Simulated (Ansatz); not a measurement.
A sheet of SnS$_{2}$ under strain

A free-standing layer, 3 atoms in a cell of 3.665 × 3.665 Å at 120° (P-3m1), 2.97 Å between its outer nuclei. Ansatz: PBE+D3(BJ), PAW, 420 eV, 12×12×1 mesh. It is strained by x per cent equally along both axes, atoms relaxed; y is the tensile stress along x per length. The small cell can't ripple, as a free sheet would under compression.

| x (%) | y (N/m) |
| --- | --- |
| -4.0 | -4.39 |
| -2.0 | -2.00 |
| 0.0 | 0.01 |
| 2.0 | 1.66 |
| 4.0 | 2.99 |
| 7.0 | ? |

Task: Fit y = c1 x + c2 x² to the other rows, give the stiffness, and predict the missing row.

Result: Least squares on the rows shown. y = 0.9210 x − 0.04368 x². The stiffness C11 + C12 is 100 c1 = 92 N/m, and the parabola would peak at x = 11 %, far outside the rows, so that is no strength. At x = 7.0 the fit asked for gives 4.31 N/m. The run gave 4.52 N/m, so the fit is 0.21 N/m too low, 2.4 % of the span of the series, against an rms of 0.01 N/m on the fitted rows. The row lies outside the fitted range. With a term in x³ added, a fit to the same known rows predicts 4.46 N/m, so most of the miss is curvature that the known rows already hold.